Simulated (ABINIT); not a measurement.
# Pb (C2/m) in ABINIT: convergence with boxcutmin

Aim: find how far boxcutmin must go before the results for Pb settle, at PBE. This setting moves, with any that are tied to it; all else stays.

Everything below comes from runs of ABINIT 10.8.3 (patched build). Logs are shortened: lines on timing, memory, paths and dates and some standing lists are left out, and cuts for length are marked. The log counts tension as positive stress, the text compression.

**1. The crystal as given**

The structure is monoclinic, space group C2/m (No. 12). The conventional cell has a = 6.077 Å, b = 3.501 Å, c = 6.452 Å, α = 90.00°, β = 109.14°, γ = 90.00°. Pb (site symmetry m) is surrounded by 10 Pb at 3.34 to 3.51 Å.

This isn't the form of Pb at room conditions, which is fcc.

**2. With boxcutmin 1.3**

File run.abi:

```
# Pseudopotentials
pp_dirpath "./"
pseudos "Pb.GGA_PBE-JTH_sp.xml"

# Structure
acell 3*1.0
rprim
     5.7421346779    -3.3076253549     0.0000000000
     5.7421346779     3.3076253549     0.0000000000
    -3.9976450118     0.0000000000    11.5183056674
ntypat 1
znucl 82
natom 2
typat 1 1
xred
     0.9085084100     0.9085084100     0.7262922000
     0.0914915900     0.0914915900     0.2737078000
chkprim 0
chksymtnons 0
tolsym 1.0e-6

# Plane-wave basis
ecut 408.170794 eV
pawecutdg 30.0
pawxcdev 0

# k points
kptopt 1
ngkpt 9 9 5
nshiftk 1
shiftk 0.0 0.0 0.0

# Exchange and correlation
ixc 11

# Bands and occupations
nband 8
occopt 3
tsmear 0.00183747

# SCF cycle
nstep 100
tolvrs 1.0e-9
boxcutmin 1.3

# Output
iomode 3
prtwf 0
prtden 0
prteig 0
prtebands 0
enunit 1
```

Potentials or basis: JTH PAW PBE v2.0 sp.

On the command line:

```console
abinit run.abi > log 2>&1
```

run.abo:

```text
.Version 10.8.3 of ABINIT
 Symmetries : space group C2/m (# 12); Bravais mC (1-face-center monocl.)
================================================================================
 Values of the parameters that define the memory need of the present run
     intxc =       0    ionmov =       0      iscf =      17    lmnmax =      13
     lnmax =       5     mgfft =      30  mpssoang =       3    mqgrid =    3001
     natom =       2  nloc_mem =       2    nspden =       1   nspinor =       1
    nsppol =       1      nsym =       4    n1xccc =       1    ntypat =       1
    occopt =       3   xclevel =       2
       mpw =        1233          nfft =        7680          nkpt =         115
 PAW method is used; the additional fine FFT grid is defined by:
   mgfftf=        40    nfftf =     23040
================================================================================
================================================================================

--------------------------------------------------------------------------------
------------- Echo of variables that govern the present computation ------------
--------------------------------------------------------------------------------
 -outvars: echo values of preprocessed input variables --------
            acell      1.0000000000E+00  1.0000000000E+00  1.0000000000E+00 Bohr
              amu      2.07200000E+02
        boxcutmin      1.30000000E+00
        bxctmindg      1.30000000E+00
          chkprim           0
      chksymtnons           0
             ecut      1.50000000E+01 Hartree
           enunit           1
                       outvar_i_n : Printing only first  50 k-points.
              ixc          11
                       outvar_i_n : Printing only first  50 k-points.
         kptrlatt        9    0    0      0    9    0      0    0    5
          kptrlen      5.95372564E+01
            natom           2
            nband           8
            ngfft          16      16      30
          ngfftdg          24      24      40
             nkpt         115
            nstep         100
             nsym           4
           ntypat           1
                       prtocc : prtvol=0, do not print more k-points.
[... 192 lines left out ...]
PAW spherical_terms :  4.89839445979020E+00
internal            : -7.38724642861003E+00
'-kT*entropy'       : -2.86705440353798E-04
total_energy        : -7.38753313405038E+00
total_energy_eV     : -2.01025017515627E+02
...

--- !EnergyTermsDC
iteration_state     : {dtset: 1, }
comment             : '"Double-counting" decomposition of free energy'
band_energy         : -1.47441783763772E+00
Ewald energy        : -7.57934035651769E+00
psp_core            :  1.49377243737938E+00
xc_dc               : -4.15583109064050E+00
PAW spherical_terms :  4.32860866349948E+00
internal            : -7.38720818391705E+00
'-kT*entropy'       : -2.86705440353798E-04
total_energy_dc     : -7.38749488935740E+00
total_energy_dc_eV  : -2.01023976824515E+02
...

--- !EnergyTermsWithPAWCore
iteration_state     : {dtset: 1, }
comment             : 'Components of total free energy, including PAW core contributions'
Total energy        : -4.17640740869484E+04
Total energy DC     : -4.17640740487037E+04
Total energy (eV)   : -1.13645835118572E+06
Total energy DC (eV): -1.13645835014503E+06
...

 Cartesian components of stress tensor (hartree/bohr^3)
  sigma(1 1)= -3.06760344E-05  sigma(3 2)=  0.00000000E+00
  sigma(2 2)= -3.21197991E-05  sigma(3 1)= -4.92328130E-07
  sigma(3 3)= -2.76905503E-05  sigma(2 1)=  0.00000000E+00

-Cartesian components of stress tensor (GPa)         [Pressure=  8.8740E-01 GPa]
- sigma(1 1)= -9.02520092E-01  sigma(3 2)=  0.00000000E+00
- sigma(2 2)= -9.44997116E-01  sigma(3 1)= -1.44847937E-02
- sigma(3 3)= -8.14684117E-01  sigma(2 1)=  0.00000000E+00

== END DATASET(S) ==============================================================
================================================================================

 -outvars: echo values of variables after computation  --------
            acell      1.0000000000E+00  1.0000000000E+00  1.0000000000E+00 Bohr
           etotal     -7.3874948894E+00
            fcart      5.6664471469E-04 -5.3733840667E-20 -1.2590449807E-03
                      -5.6664471469E-04  5.3733840667E-20  1.2590449807E-03
            rprim      5.7421346779E+00 -3.3076253549E+00  0.0000000000E+00
                       5.7421346779E+00  3.3076253549E+00  0.0000000000E+00
                      -3.9976450118E+00  0.0000000000E+00  1.1518305667E+01
           strten     -3.0676034430E-05 -3.2119799117E-05 -2.7690550311E-05
                       0.0000000000E+00 -4.9232813005E-07  0.0000000000E+00
           xangst      3.9847556737E+00  7.2649265064E-17  4.4269142754E+00
                      -2.3004686983E-02  1.3552087956E-18  1.6683105878E+00
             xred      9.0850841000E-01  9.0850841000E-01  7.2629220000E-01
                       9.1491590000E-02  9.1491590000E-02  2.7370780000E-01
 Calculation completed.
```

It took 11 s on 1 thread of Intel Xeon 6975P-C (Granite Rapids), shared host; peak memory 0.14 GiB.

Results:

| Property | Result |
| --- | --- |
| Free energy | -201.0240 eV |
| Pressure | 0.9 GPa |
| Largest force | 0.071 eV/Å |
| Band gap on the k mesh | none (metal or under the smearing width) |
| Valence electrons inside the program's atomic spheres | Pb 2.66 (radii [1.5418] Å) |

**3. With boxcutmin 1.5**

Changes to run.abi since step 2:

```diff
@@ -43,3 +43,3 @@
 tolvrs 1.0e-9
-boxcutmin 1.3
+boxcutmin 1.5
```

Potentials or basis: JTH PAW PBE v2.0 sp.

On the command line:

```console
abinit run.abi > log 2>&1
```

Wall time 13 s (1 thread of Intel Xeon 6975P-C (Granite Rapids), shared host); peak memory 0.14 GiB.

Results (log left out):

| Quantity | Value |
| --- | --- |
| Free energy | -201.0240 eV |
| Pressure | 0.9 GPa |
| Largest force | 0.071 eV/Å |
| Band gap on the k mesh | none (metal or under the smearing width) |
| Valence electrons inside the program's atomic spheres | Pb 2.67 (radii [1.5418] Å) |

**4. With boxcutmin 1.7**

Changes to run.abi since step 3:

```diff
@@ -43,3 +43,3 @@
 tolvrs 1.0e-9
-boxcutmin 1.5
+boxcutmin 1.7
```

On the command line:

```console
abinit run.abi > log 2>&1
```

Wall time 15 s (1 thread of Intel Xeon 6975P-C (Granite Rapids), shared host); peak memory 0.14 GiB.

It converged, with:

| Property | Result |
| --- | --- |
| Free energy | -201.0240 eV |
| Pressure | 0.9 GPa |
| Largest force | 0.071 eV/Å |
| Band gap on the k mesh | none (metal or under the smearing width) |
| Valence electrons inside the program's atomic spheres | Pb 2.66 (radii [1.5418] Å) |

**5. With boxcutmin 1.85**

Changes to run.abi since step 4:

```diff
@@ -43,3 +43,3 @@
 tolvrs 1.0e-9
-boxcutmin 1.7
+boxcutmin 1.85
```

On the command line:

```console
abinit run.abi > log 2>&1
```

It took 18 s on 1 thread of Intel Xeon 6975P-C (Granite Rapids), shared host; peak memory 0.15 GiB.

It converged, with:

| Quantity | Value |
| --- | --- |
| Free energy | -201.0240 eV |
| Pressure | 0.9 GPa |
| Largest force | 0.070 eV/Å |
| Band gap on the k mesh | none (metal or under the smearing width) |
| Valence electrons inside the program's atomic spheres | Pb 2.66 (radii [1.5418] Å) |

**6. With boxcutmin 2**

Changes to run.abi since step 5:

```diff
@@ -43,3 +43,3 @@
 tolvrs 1.0e-9
-boxcutmin 1.85
+boxcutmin 2.0
```

Potentials or basis: JTH PAW PBE v2.0 sp.

On the command line:

```console
abinit run.abi > log 2>&1
```

Wall time 19 s (1 thread of Intel Xeon 6975P-C (Granite Rapids), shared host); peak memory 0.16 GiB.

The run converged. Its results:

```yaml
Free_energy: -201.0240 eV
Pressure: 0.9 GPa
Largest_force: 0.071 eV/Å
Band_gap_on_the_k_mesh: none (metal or under the smearing width)
Valence_electrons_inside_the_program's_atomic_spheres: Pb 2.66 (radii [1.5418] Å)
```

**7. With boxcutmin 2.3**

Changes to run.abi since step 6:

```diff
@@ -43,3 +43,3 @@
 tolvrs 1.0e-9
-boxcutmin 2.0
+boxcutmin 2.3
```

On the command line:

```console
abinit run.abi > log 2>&1
```

Run time: 27 s. Hardware: 1 thread of Intel Xeon 6975P-C (Granite Rapids), shared host; peak memory 0.17 GiB.

Results (log left out):

| Quantity | Value |
| --- | --- |
| Free energy | -201.0240 eV |
| Pressure | 0.9 GPa |
| Largest force | 0.071 eV/Å |
| Band gap on the k mesh | none (metal or under the smearing width) |
| Valence electrons inside the program's atomic spheres | Pb 2.66 (radii [1.5418] Å) |

**8. With boxcutmin 2.7**

Changes to run.abi since step 7:

```diff
@@ -43,3 +43,3 @@
 tolvrs 1.0e-9
-boxcutmin 2.3
+boxcutmin 2.7
```

On the command line:

```console
abinit run.abi > log 2>&1
```

It took 31 s on 1 thread of Intel Xeon 6975P-C (Granite Rapids), shared host; peak memory 0.21 GiB.

The run converged. Its results:

| Property | Result |
| --- | --- |
| Free energy | -201.0240 eV |
| Pressure | 0.9 GPa |
| Largest force | 0.071 eV/Å |
| Band gap on the k mesh | none (metal or under the smearing width) |
| Valence electrons inside the program's atomic spheres | Pb 2.66 (radii [1.5418] Å) |

**9. Summary**

| boxcutmin | energy less the tightest run, at zero smearing (meV/atom) | SCF cycles | CPU time (s) | peak memory (GiB) |
| --- | --- | --- | --- | --- |
| 1.3 | 0.01 | 10 | 11 | 0.14 |
| 1.5 | 0.01 | 11 | 13 | 0.14 |
| 1.7 | -0.01 | 11 | 15 | 0.14 |
| 1.85 | 0.00 | 11 | 18 | 0.15 |
| 2 | 0.00 | 11 | 19 | 0.16 |
| 2.3 | 0.01 | 11 | 27 | 0.17 |
| 2.7 | 0.00 | 11 | 31 | 0.21 |

Against the tightest run, the energy stays within 1 meV/atom from 1.3 on. The tightest run that finished is the yardstick and may itself not be fully converged.

Caveats: this set keeps more shells in the core, which shifts pressures and gaps.
